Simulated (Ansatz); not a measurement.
Level of theory: DFT PBE, scalar-relativistic, plane waves, PAW in Ansatz 0.2.0. All cells share a 420 eV cutoff and Γ-centred k meshes spaced at most about 0.3 Å⁻¹ (about 0.25 or finer for metals, 2π included). No spin polarisation in the final relaxations.

These are static total energies at zero pressure.

Two forms of HfC were relaxed alike.

1.

```cif
data_structure
_symmetry_space_group_name_H-M 'P6_3/mmc'
_symmetry_Int_Tables_number 194
_cell_length_a 3.8537
_cell_length_b 3.8537
_cell_length_c 4.6366
_cell_angle_alpha 90.000
_cell_angle_beta 90.000
_cell_angle_gamma 120.000
_cell_volume 59.63
loop_
_atom_site_label
_atom_site_type_symbol
_atom_site_symmetry_multiplicity
_atom_site_Wyckoff_symbol
_atom_site_fract_x
_atom_site_fract_y
_atom_site_fract_z
_atom_site_occupancy
Hf1 Hf 2 d 0.66667 0.33333 0.25000 1
C1 C 2 c 0.66667 0.33333 0.75000 1
```

2.

```cif
data_structure
_symmetry_space_group_name_H-M 'P6_3/mmc'
_symmetry_Int_Tables_number 194
_cell_length_a 3.3260
_cell_length_b 3.3260
_cell_length_c 5.2408
_cell_angle_alpha 90.000
_cell_angle_beta 90.000
_cell_angle_gamma 120.000
_cell_volume 50.21
loop_
_atom_site_label
_atom_site_type_symbol
_atom_site_symmetry_multiplicity
_atom_site_Wyckoff_symbol
_atom_site_fract_x
_atom_site_fract_y
_atom_site_fract_z
_atom_site_occupancy
Hf1 Hf 2 c 0.66667 0.33333 0.75000 1
C1 C 2 a 0.00000 0.00000 0.00000 1
```

Task: Which is lower in energy, and by how much?

Result: Cell 2 is lower, by 67 meV/atom. Cell 1 has space group P6_3/mmc (No. 194), 14.9 Å³/atom and no gap on its mesh; cell 2 has the anti-nickel arsenide type, space group P6_3/mmc (No. 194), 12.6 Å³/atom and no gap. Counting C atoms around Hf (those within 1.25 times the shortest such distance or 1.15 times the sum of covalent radii), cell 1 has Hf 5 and cell 2 has Hf 6. The denser one is the lower, and pressure would at first widen the difference. Origin: cell 1 was invented; cell 2 is a Materials Project cell, relaxed. A third cell relaxed alike, in Fm-3m (a cell as deposited in COD), lies 197 meV/atom below the lower of the two.

These runs have no spin–orbit coupling, which can matter for Hf. Cells relaxed within their symmetry can be saddle points.
